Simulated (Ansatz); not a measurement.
Crystal: PbS (Galena).

```
CELL_PARAMETERS angstrom
0.00000 2.96575 2.96575
2.96575 0.00000 2.96575
2.96575 2.96575 0.00000
ATOMIC_POSITIONS crystal
Pb 0.00000 0.00000 0.00000
S 0.50000 0.50000 0.50000
```

Base run:

```yaml
Program: Ansatz 0.2.0
Functional: BLYP
Potentials_or_basis: Ansatz PAW
Cutoff: "420 eV (not typed: the program's choice for these potentials)"
k_mesh: 8 × 8 × 8
Occupations: fermi-dirac, width 0.05 eV
Spin: no spin polarisation
```

Its results: band gap on the k mesh 0.50 eV, direct.

Q: The run is repeated on the same cell with these changes: functional from BLYP to PBE; occupations from fermi-dirac, width 0.05 eV to fixed. What comes out?

A: Band gap on the k mesh 0.36 eV, direct.

Caveats: spin-orbit coupling is left out, which as a rule narrows the gap of such compounds by several tenths of an eV; the gap is small at this level, which inflates the dielectric constant (some runs).
